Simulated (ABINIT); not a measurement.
Runs of ABINIT 10.8.3 (patched build) on Ir. Symmetry: Fm-3m, No. 225, cubic system. Conventional cell: a = 3.831 Å, b = 3.831 Å, c = 3.831 Å, α = 90.00°, β = 90.00°, γ = 90.00°. Ir (site symmetry m-3m) is surrounded by 12 Ir at 2.71 Å. 

| task | level | potentials or basis | cutoff (eV) | fine-grid cutoff | V0 of scaled cells (Å³/atom) | B0 (GPa) |
| --- | --- | --- | --- | --- | --- | --- |
| equation of state | BP86+D3(BJ) | JTH PAW PBE v2.0 | 463 | 925.187 eV | (b) | 406 |
| equation of state | BLYP+D3(BJ) | JTH PAW PBE v2.0 | 463 | 925.187 eV | 14.38 | 352 |
| equation of state | LDA | PseudoDojo NC SR LDA v0.4 stringent | 762 | - | 13.79 | 408 |
| equation of state | revPBE | JTH PAW PBE v2.0 | 463 | 925.187 eV | (a) | (c) |

Alike in all rows: no spin polarisation; cell as given; k mesh 12 × 12 × 12; smearing fermi-dirac 0.05 eV.

Q: Fill in the values left out.

A: (a) 14.59; (b) 13.80; (c) 341.

Caveats: pressures at fixed basis lie under the slope of the energies; the PAW data sets were made with another functional, which shifts forces and pressure a little (some runs); the atomic spheres overlap (some runs).
